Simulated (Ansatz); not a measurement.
A relaxation computed with Ansatz, from input to last step.

```yaml
crystal:
  lattice:
    - [0.0, 2.2973735941, 2.2973735941]
    - [2.2973735941, 0.0, 2.2973735941]
    - [2.2973735941, 2.2973735941, 0.0]
  atoms:
    - { symbol: Zr, position: [0.5, 0.5, 0.5] }
    - { symbol: "N", position: [0.0, 0.0, 0.0] }
basis:
  ecutwfc: 420
kpoints:
  mp_grid: { grid: [16, 16, 16] }
hamiltonian:
  xc: pbe
  dispersion: d3bj
scf:
  occupations: { method: gaussian, width: 0.1 }
output:
  forces: true
  stress: true
  eigenvalues: true
relax:
  adjacent_minimum: "off"
  f_tol: 0.005
  max_steps: 50
  cell: { stress_tol: 0.05 }
```

```bash
ansatz run input.yaml --threads 1 --pin off --max-ram 2560MiB --backend cpu --events-out ev --progress --plain --runs-dir out
```

Computed with DFT PBE+D3(BJ), scalar-relativistic, plane waves, PAW (Ansatz 0.2.0).

Of 7 frames 6 are shown, positions in Å and forces in eV/Å; the SCF threshold varies from step to step. Steps run on the plane waves of an earlier cell, with a Pulay correction in the pressure. The basis is chosen afresh for the last frame, the zero of the energies, and at times for earlier ones too; energy and pressure step there, also at an unchanged geometry.

```xyz
2
Lattice="0.0000 2.2974 2.2974 2.2974 0.0000 2.2974 2.2974 2.2974 0.0000" Properties=species:S:1:pos:R:3:forces:R:3 pbc="T T T" step=1 free_energy_over_end_meV_per_atom=5.24 pressure_GPa=-5.86
Zr    2.2974    2.2974    2.2974    0.0000    0.0000    0.0000
N     0.0000    0.0000    0.0000    0.0000    0.0000    0.0000
2
Lattice="0.0000 2.2681 2.2681 2.2681 0.0000 2.2681 2.2681 2.2681 0.0000" Properties=species:S:1:pos:R:3:forces:R:3 pbc="T T T" step=2 free_energy_over_end_meV_per_atom=1.33 pressure_GPa=4.20
Zr    2.2681    2.2681    2.2681    0.0000    0.0000    0.0000
N     0.0000    0.0000    0.0000    0.0000    0.0000    0.0000
2
Lattice="0.0000 2.2801 2.2801 2.2801 0.0000 2.2801 2.2801 2.2801 0.0000" Properties=species:S:1:pos:R:3:forces:R:3 pbc="T T T" step=3 free_energy_over_end_meV_per_atom=-0.56 pressure_GPa=-0.15
Zr    2.2801    2.2801    2.2801    0.0000    0.0000    0.0000
N     0.0000    0.0000    0.0000    0.0000    0.0000    0.0000
2
Lattice="0.0000 2.2797 2.2797 2.2797 0.0000 2.2797 2.2797 2.2797 0.0000" Properties=species:S:1:pos:R:3:forces:R:3 pbc="T T T" step=4 free_energy_over_end_meV_per_atom=-0.58 pressure_GPa=0.00
Zr    2.2797    2.2797    2.2797    0.0000    0.0000    0.0000
N     0.0000    0.0000    0.0000    0.0000    0.0000    0.0000
2
Lattice="0.0000 2.2797 2.2797 2.2797 0.0000 2.2797 2.2797 2.2797 0.0000" Properties=species:S:1:pos:R:3:forces:R:3 pbc="T T T" step=5 free_energy_over_end_meV_per_atom=-0.01 pressure_GPa=-0.08
Zr    2.2797    2.2797    2.2797    0.0000    0.0000    0.0000
N     0.0000    0.0000    0.0000    0.0000    0.0000    0.0000
2
Lattice="0.0000 2.2795 2.2795 2.2795 0.0000 2.2795 2.2795 2.2795 0.0000" Properties=species:S:1:pos:R:3:forces:R:3 pbc="T T T" step=7 free_energy_over_end_meV_per_atom=0.00 pressure_GPa=0.00
Zr    2.2795    2.2795    2.2795    0.0000    0.0000    0.0000
N     0.0000    0.0000    0.0000    0.0000    0.0000    0.0000
```

The run took 25 s on 1 thread of Intel(R) Xeon(R) Platinum 8259CL CPU @ 2.50GHz (Skylake/Cascade Lake) (shared host), peak memory 0.41 GiB.